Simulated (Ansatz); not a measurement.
Start from InN in the zinc blende structure (space group F-43m, No. 216; a = 5.049 Å).

The values are results of Kohn–Sham DFT with the PBE functional, run in Ansatz (a quantum-chemistry and plane-wave program) with PAW and 420 eV plane waves, spin-orbit coupling left out, not measurements.

For the base:

* **Volume per atom**: 16.09 Å³

It is then changed as follows: cell and atoms relaxed at a pressure of 10 GPa.

Question: Estimate the effect on the volume per atom.

Answer: The volume per atom shrinks by 1.09 Å³, from 16.09 Å³ to 15.00 Å³.

Load acts through the strain it causes; cell and atoms are relaxed under it. No phonon test of stability was made. Tetrahedral semiconductors of this kind turn to denser phases somewhere between about 1 and 50 GPa; those were not computed, so compressed cells here can lie past the real transition. The final runs are not spin-polarised. This is not the structure that InN has at room temperature and ambient pressure.
